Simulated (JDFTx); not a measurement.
# CoSi2 (Fm-3m) in JDFTx: reference runs

How does CoSi2 come out in PBE? The cell is run as given.

Program: JDFTx 1.7.0 (patched build). These are calculated values, not measurements. Logs are shortened: lines on timing, memory, paths and dates and some standing lists are left out, and cuts for length are marked. The log counts tension as positive stress, the text compression.

## Step 1: Starting point

The structure is cubic, space group Fm-3m (No. 225). The conventional cell has a = 5.356 Å, b = 5.356 Å, c = 5.356 Å, α = 90.00°, β = 90.00°, γ = 90.00°. Co (site symmetry m-3m) has 8 Si at 2.32 Å as nearest neighbours. Si (site symmetry -43m) has 4 Co at 2.32 Å as nearest neighbours.

## Step 2: Single point, PBE, collinear spin, ferromagnetic start

Input file CoSi2.in:

```
lattice \
    0.0000000000     5.0606865617     5.0606865617 \
    5.0606865617     0.0000000000     5.0606865617 \
    5.0606865617     5.0606865617     0.0000000000
coords-type Lattice
ion Co     0.0000000000     0.0000000000     0.0000000000 1
ion Si     0.7500000000     0.7500000000     0.7500000000 1
ion Si     0.2500000000     0.2500000000     0.2500000000 1

ion-species pseudo/Co.upf
ion-species pseudo/Si.upf
elec-cutoff 48 384
elec-ex-corr gga-PBE
kpoint-folding 9 9 9
elec-smearing Fermi 0.0018374661
elec-n-bands 20
spintype z-spin
initial-magnetic-moments Co 2
elec-initial-magnetization 2 no
electronic-SCF nIterations 100 energyDiffThreshold 1e-09
electronic-minimize nIterations 30 energyDiffThreshold 1e-7
converge-empty-states yes
forces-output-coords Cartesian

dump-name run.$VAR
dump End Ecomponents EigStats BandEigs Kpoints Forces Stress ElecDensity Dtot
```

Potentials or basis: PseudoDojo-SR-PBE-0.5-standard.

Started as:

```bash
jdftx -c 1 -i CoSi2.in -o CoSi2.out
```

What it wrote:

```text
*************** JDFTx 1.7.0 (patched build) ***************

Input parsed successfully to the following command list (including defaults):
[... the input with its defaults ...]

---------- Setting up symmetries ----------

Found 48 point-group symmetries of the bravais lattice
Found 48 space-group symmetries with basis
Applied RMS atom displacement 0 bohrs to make symmetries exact.

---------- Initializing the Grid ----------
R =
[            0      5.06069      5.06069  ]
[      5.06069            0      5.06069  ]
[      5.06069      5.06069            0  ]
unit cell volume = 259.214
G =
[  -0.620784   0.620784   0.620784  ]
[   0.620784  -0.620784   0.620784  ]
[   0.620784   0.620784  -0.620784  ]
Minimum fftbox size, Smin = [  64  64  64  ]
Chosen fftbox size, S = [  64  64  64  ]

---------- Initializing tighter grid for wavefunction operations ----------
R =
[            0      5.06069      5.06069  ]
[      5.06069            0      5.06069  ]
[      5.06069      5.06069            0  ]
unit cell volume = 259.214
G =
[  -0.620784   0.620784   0.620784  ]
[   0.620784  -0.620784   0.620784  ]
[   0.620784   0.620784  -0.620784  ]
Minimum fftbox size, Smin = [  48  48  48  ]
Chosen fftbox size, S = [  48  48  48  ]

---------- Exchange Correlation functional ----------
Initalized PBE GGA exchange.
Initalized PBE GGA correlation.

---------- Setting up pseudopotentials ----------
Width of ionic core gaussian charges (only for fluid interactions / plotting) set to 0

Reading pseudopotential file 'pseudo/Co.upf':
  'Co' pseudopotential, 'PBE' functional
  Generated using ONCVPSP code by D. R. Hamann
  17 valence electrons, 4 orbitals, 6 projectors, 1001 radial grid points, with lMax = 2
    3S    l: 0   occupation:  2.0   eigenvalue: -3.763303
    3P    l: 1   occupation:  6.0   eigenvalue: -2.412101
    3D    l: 2   occupation:  7.0   eigenvalue: -0.301498
    4S    l: 0   occupation:  2.0   eigenvalue: -0.201022
  Core radius for overlap checks: 1.60 bohrs.

Reading pseudopotential file 'pseudo/Si.upf':
  'Si' pseudopotential, 'PBE' functional
  Generated using ONCVPSP code by D. R. Hamann
  4 valence electrons, 2 orbitals, 6 projectors, 1001 radial grid points, with lMax = 2
    3S    l: 0   occupation:  2.0   eigenvalue: -0.397365
    3P    l: 1   occupation:  2.0   eigenvalue: -0.149981
  Core radius for overlap checks: 1.86 bohrs.

Initialized 2 species with 3 total atoms.

Folded 1 k-points by 9x9x9 to 729 k-points.

---------- Setting up k-points, bands, fillings ----------
Reduced to 35 k-points under symmetry.
Computing the number of bands and number of electrons
Calculating initial fillings.
nElectrons:  25.000000   nBands: 20   nStates: 70

----- Setting up reduced wavefunction bases (one per k-point) -----
average nbasis = 4115.988 , ideal nbasis = 4117.316

---------- Setting up ewald sum ----------
Optimum gaussian width for ewald sums = 2.148283 bohr.
Real space sum over 1331 unit cells with max indices [  5  5  5  ]
Reciprocal space sum over 3375 terms with max indices [  7  7  7  ]

---------- Allocating electronic variables ----------
Initializing wave functions:  linear combination of atomic orbitals
Note: number of bands (20) exceeds available atomic orbitals (18)
Co (M=2) pseudo-atom majority spin occupations:   s ( 1 0.5 )  p ( 3 )  d ( 5 )
Co (M=2) pseudo-atom minority spin occupations:   s ( 1 0 )  p ( 3 )  d ( 3.5 )
Si pseudo-atom occupations:   s ( 2 )  p ( 2 )
	FillingsUpdate:  mu: +0.924617255  nElectrons: 25.000000  magneticMoment: [ Abs: 0.07919  Tot: +0.07804 ]
LCAOMinimize: Iter:   0  F: -146.3839513174837919  |grad|_K:  8.389e-03  alpha:  1.000e+00
	FillingsUpdate:  mu: +0.923386869  nElectrons: 25.000000  magneticMoment: [ Abs: 0.05225  Tot: +0.05112 ]
LCAOMinimize: Iter:   1  F: -146.5268716267918307  |grad|_K:  8.578e-03  alpha:  6.763e-02  linmin: -3.611e-02  cgtest:  9.079e-01
LCAOMinimize: 	Wrong curvature in test step, increasing alphaT to 2.028915e-01.
[... 52 lines of inner loops ...]
LCAOMinimize: Iter:  20  F: -150.2471215762780332  |grad|_K:  6.362e-07  alpha:  1.132e+00  linmin:  4.757e-04  cgtest: -8.766e-04
	FillingsUpdate:  mu: +0.535673419  nElectrons: 25.000000  magneticMoment: [ Abs: 0.07956  Tot: +0.07956 ]
LCAOMinimize: Iter:  21  F: -150.2471215771608399  |grad|_K:  9.313e-08  alpha:  1.574e-01  linmin: -4.277e-04  cgtest:  1.402e-02
LCAOMinimize: Converged (|Delta F|<1.000000e-06 for 2 iters).

-------- Electronic minimization -----------
Will mix electronic density at each iteration.
	FillingsUpdate:  mu: +0.535673419  nElectrons: 25.000000  magneticMoment: [ Abs: 0.07956  Tot: +0.07956 ]
	FillingsUpdate:  mu: +0.504461047  nElectrons: 25.000000  magneticMoment: [ Abs: 0.07956  Tot: +0.07956 ]
SCF: Cycle:  0   F: -150.271426464683941   dF: -2.430e-02   |Residual|: 4.177e-01   |deigs|: 1.767e-01
	FillingsUpdate:  mu: +0.445368351  nElectrons: 25.000000  magneticMoment: [ Abs: 0.04514  Tot: +0.03474 ]
SCF: Cycle:  1   F: -149.935765118399729   dF: +3.357e-01   |Residual|: 5.195e-01   |deigs|: 1.092e-01
	FillingsUpdate:  mu: +0.480426404  nElectrons: 25.000000  magneticMoment: [ Abs: 0.03127  Tot: +0.02274 ]
SCF: Cycle:  2   F: -150.453416278334146   dF: -5.177e-01   |Residual|: 9.513e-02   |deigs|: 7.508e-02
	FillingsUpdate:  mu: +0.479316567  nElectrons: 25.000000  magneticMoment: [ Abs: 0.00561  Tot: -0.00527 ]
SCF: Cycle:  3   F: -150.456934883239683   dF: -3.519e-03   |Residual|: 2.854e-02   |deigs|: 4.873e-03
	FillingsUpdate:  mu: +0.476798099  nElectrons: 25.000000  magneticMoment: [ Abs: 0.00281  Tot: -0.00117 ]
SCF: Cycle:  4   F: -150.457916540997132   dF: -9.817e-04   |Residual|: 1.119e-02   |deigs|: 3.800e-03
	FillingsUpdate:  mu: +0.478092925  nElectrons: 25.000000  magneticMoment: [ Abs: 0.00191  Tot: +0.00127 ]
SCF: Cycle:  5   F: -150.458077684728437   dF: -1.611e-04   |Residual|: 3.839e-03   |deigs|: 1.842e-03
	FillingsUpdate:  mu: +0.477872342  nElectrons: 25.000000  magneticMoment: [ Abs: 0.00065  Tot: +0.00046 ]
SCF: Cycle:  6   F: -150.458102535096771   dF: -2.485e-05   |Residual|: 1.099e-03   |deigs|: 3.380e-04
	FillingsUpdate:  mu: +0.477766782  nElectrons: 25.000000  magneticMoment: [ Abs: 0.00021  Tot: -0.00018 ]
SCF: Cycle:  7   F: -150.458103815234836   dF: -1.280e-06   |Residual|: 6.502e-04   |deigs|: 1.789e-04
	FillingsUpdate:  mu: +0.477825534  nElectrons: 25.000000  magneticMoment: [ Abs: 0.00019  Tot: -0.00014 ]
SCF: Cycle:  8   F: -150.458104498674771   dF: -6.834e-07   |Residual|: 1.305e-04   |deigs|: 7.681e-05
	FillingsUpdate:  mu: +0.477830201  nElectrons: 25.000000  magneticMoment: [ Abs: 0.00005  Tot: -0.00005 ]
SCF: Cycle:  9   F: -150.458104554105546   dF: -5.543e-08   |Residual|: 4.378e-05   |deigs|: 2.183e-05
	FillingsUpdate:  mu: +0.477829907  nElectrons: 25.000000  magneticMoment: [ Abs: 0.00003  Tot: +0.00000 ]
SCF: Cycle: 10   F: -150.458104575150770   dF: -2.105e-08   |Residual|: 2.796e-05   |deigs|: 5.796e-05
	FillingsUpdate:  mu: +0.477831695  nElectrons: 25.000000  magneticMoment: [ Abs: 0.00001  Tot: +0.00000 ]
SCF: Cycle: 11   F: -150.458104582973647   dF: -7.823e-09   |Residual|: 4.114e-06   |deigs|: 5.003e-05
	FillingsUpdate:  mu: +0.477831349  nElectrons: 25.000000  magneticMoment: [ Abs: 0.00000  Tot: -0.00000 ]
SCF: Cycle: 12   F: -150.458104584956970   dF: -1.983e-09   |Residual|: 2.555e-06   |deigs|: 2.293e-05
	FillingsUpdate:  mu: +0.477830937  nElectrons: 25.000000  magneticMoment: [ Abs: 0.00000  Tot: -0.00000 ]
SCF: Cycle: 13   F: -150.458104585781996   dF: -8.250e-10   |Residual|: 2.124e-06   |deigs|: 2.078e-05
	FillingsUpdate:  mu: +0.477831040  nElectrons: 25.000000  magneticMoment: [ Abs: 0.00000  Tot: -0.00000 ]
SCF: Cycle: 14   F: -150.458104585997631   dF: -2.156e-10   |Residual|: 7.877e-07   |deigs|: 1.232e-05
SCF: Converged (|Delta E|<1.000000e-09 for 2 iters).

Setting wave functions to eigenvectors of Hamiltonian
Converging empty states (this may take a while):
EmptyStates: None of the convergence criteria satisfied.
|deigs|: 1.923e-04

# Stress tensor in Cartesian coordinates [Eh/a0^3]:
[ -1.81792e-05            0            0  ]
[            0 -1.81792e-05            0  ]
[            0            0 -1.81792e-05  ]

# Ionic positions in lattice coordinates:
ion Co   0.000000000000000   0.000000000000000   0.000000000000000 1
ion Si   0.750000000000000   0.750000000000000   0.750000000000000 1
ion Si   0.250000000000000   0.250000000000000   0.250000000000000 1

# Forces in Cartesian coordinates:
force Co  -0.000000000000000   0.000000000000000  -0.000000000000000 1
force Si  -0.000000000000000   0.000000000000000  -0.000000000000000 1
force Si  -0.000000000000000   0.000000000000000  -0.000000000000000 1

# Energy components:
   Eewald =      -85.2028050406411097
       EH =       59.2180877439254729
     Eloc =     -157.6364587215531117
      Enl =      -17.6464838926319985
      Exc =      -31.2724439225290531
 Exc_core =       11.0919375749366473
       KE =       70.9904408371818363
-------------------------------------
     Etot =     -150.4577254213113235
       TS =        0.0003791646863157
-------------------------------------
        F =     -150.4581045859976314

IonicMinimize: Iter:   0  F: -150.458104585997631  |grad|_K:  4.932e-36
IonicMinimize: Converged (|grad|_K<1.000000e-04).

#--- Lowdin population analysis ---
# oxidation-state Co +0.329
# magnetic-moments Co -0.000
# oxidation-state Si -0.001 -0.001
# magnetic-moments Si -0.000 -0.000

Dumping 'run.eigStats' ...
	eMin: -3.004558 at state 35 ( [ +0.000000 +0.000000 +0.000000 ] spin -1 )
	HOMO: +0.477002 at state 11 ( [ +0.000000 +0.111111 -0.222222 ] spin 1 )
	mu  : +0.477831
	LUMO: +0.478560 at state 42 ( [ +0.000000 +0.111111 +0.333333 ] spin -1 )
	eMax: +0.941133 at state 20 ( [ +0.000000 +0.333333 +0.444444 ] spin 1 )
	HOMO-LUMO gap: +0.001557
	Optical gap  : +0.031942 at state 6 ( [ +0.000000 +0.111111 +0.222222 ] spin 1 )
WARNING: the last solve of the electrons (or of bands or displaced states from it) ended unconverged.
Done!
```

Wall time 11 min (1 thread of Arm Neoverse V1, shared host); peak memory 0.38 GiB.

What came out:

| Item | Value |
| --- | --- |
| Free energy | -4094.1736 eV |
| Pressure | 0.5 GPa |
| Band gap on the k mesh | none (metal or under the smearing width) |
| Net moment | 0.00 μB per cell |
| Absolute moment | 0.00 μB per cell |

Caveat: the starting moments collapsed, and a magnetic state may lie lower; the empty levels aren't tightly converged.
